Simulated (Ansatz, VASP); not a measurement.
# La in VASP and in Ansatz

```xyz
1
Lattice="0.0000 2.4503 2.4503 2.4503 0.0000 2.4503 2.4503 2.4503 0.0000" Properties=species:S:1:pos:R:3 pbc="T T T"
La    0.0000    0.0000    0.0000
```

Alike in both runs: task single point; functional LDA; k mesh 12 × 12 × 12; occupations fermi-dirac, width 0.1 eV; no spin polarisation.

```csv
,VASP,Ansatz
version,VASP 6.6.1,Ansatz 0.2.0
potentials or method,"VASP PAW LDA potentials, release 64 (La)","plane waves (420 eV) with PAW, scalar-relativistic"
plane-wave cutoff (eV),520,420
valence electrons in the cell,11,11
```

```tsv
	VASP	Ansatz	Ansatz less VASP
pressure (GPa)	2.9	3.1	+0.13
```

Ansatz warned: «pseudo_functional_mismatch».

Spin-orbit coupling is left out, which matters for the levels of La.
